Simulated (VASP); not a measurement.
Te:

```
Te
1.0
     4.45400    0.00000    0.00000
    -2.22700    3.85728    0.00000
     0.00000    0.00000    5.92400
Te
3
Direct
  0.26900 0.00000 0.33333
  0.00000 0.26900 0.66667
  0.73100 0.73100 0.00000
```

| Property | Result |
| --- | --- |
| Program | VASP 6.6.1 |
| Task | relaxation of cell and atoms |
| Functional | PBE |
| Dispersion | D3(BJ) |
| Potentials or basis | VASP PAW PBE potentials, release 64 (Te) |
| Cutoff | 520 eV |
| k mesh | 3 × 3 × 2 |
| Occupations | gaussian, width 0.02 eV |
| Spin | no spin polarisation |

At the start: pressure -0.3 GPa; volume 33.93 Å³/atom.

Where does the relaxation end?

Over 12 steps the energy falls by 2.1 meV/atom and the volume is 34.20 Å³/atom (+0.8 %); space group P3_121 (No. 152, to 0.05 Å).

Step by step:
```tsv
step	energy change (eV)	largest force (eV/Å)	pressure (GPa)	volume (Å³)
1	0.0000	0.1150	-0.27	101.78
2	-0.0028	0.0145	0.38	100.92
3	-0.0028	0.0244	0.31	101.00
4	-0.0048	0.0135	0.20	101.60
5	-0.0058	0.0176	-0.09	103.21
6	-0.0061	0.0076	0.00	102.67
7	-0.0061	0.0069	0.00	102.64
8	-0.0061	0.0063	0.01	102.61
9	-0.0061	0.0006	-0.01	102.63
10	-0.0061	0.0004	-0.01	102.63
11	-0.0062	0.0005	0.00	102.61
12	-0.0062	0.0005	0.00	102.60
```

Final structure:
```
Te
1.0
     4.50593    0.00000    0.00000
    -2.25296    3.90225    0.00000
     0.00000    0.00000    5.83533
Te
3
Direct
  0.26600 0.00000 0.33333
  0.00000 0.26600 0.66667
  0.73400 0.73400 0.00000
```

Caveat: the k mesh is coarse (spacing up to 0.54 Å⁻¹), so the values aren't converged.
